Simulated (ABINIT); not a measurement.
Runs of ABINIT 10.8.3 (patched build) on Nb. The structure is cubic, space group Im-3m (No. 229). Conventional cell: a = 3.328 Å, b = 3.328 Å, c = 3.328 Å, α = 90.00°, β = 90.00°, γ = 90.00°. Nb (site symmetry m-3m) has 8 Nb at 2.88 Å as nearest neighbours. 

| task | level | potentials or basis | spin | cutoff (eV) | fine-grid cutoff | dispersion computed by | gap on the mesh (eV) | V0 of scaled cells (Å³/atom) | B0 (GPa) |
| --- | --- | --- | --- | --- | --- | --- | --- | --- | --- |
| band structure | SCAN | JTH PAW PBE v2.0 | off | 490 | 979.61 eV | - | none | - | - |
| equation of state | revPBE+D4 | JTH PAW PBE v2.0 | off | 435 | 870.764 eV | dftd4 4.3.1 | - | 17.96 | (b) |
| band structure | BP86 | JTH PAW PBE v2.0 | off | 408 | 816.342 eV | - | none | - | - |
| equation of state | PBEsol | PseudoDojo NC SR PBEsol v0.4 stringent | off | 1116 | - | - | - | (a) | 181 |
| band structure | HCTH407 | JTH PAW PBE v2.0 | SOC, no magnetisation | 408 | 816.342 eV | - | none | - | - |
| band structure | LDA | JTH PAW LDA v2.0 | SOC, no magnetisation | 408 | 816.342 eV | - | none | - | - |
| equation of state | BP86 | JTH PAW PBE v2.0 | off | 408 | 816.342 eV | - | - | 18.22 | 171 |
| equation of state | RPBE+D4 | JTH PAW PBE v2.0 | off | 435 | 870.764 eV | dftd4 4.3.1 | - | 17.98 | 171 |

Alike in all rows: cell as given; k mesh 11 × 11 × 11; smearing fermi-dirac 0.05 eV.

Task: Estimate the missing entries.

Result: (a) 17.61; (b) 173.

Caveats: the PAW data sets were made with another functional, which shifts forces and pressure a little (some runs); pressures at fixed basis lie under the slope of the energies (some runs).

A k mesh can miss the band edges, and rows without SOC leave out spin-orbit coupling on Nb.

A gap of «none» marks a metal or a gap under the smearing width.

Runs at the PBE level aren't shown here.
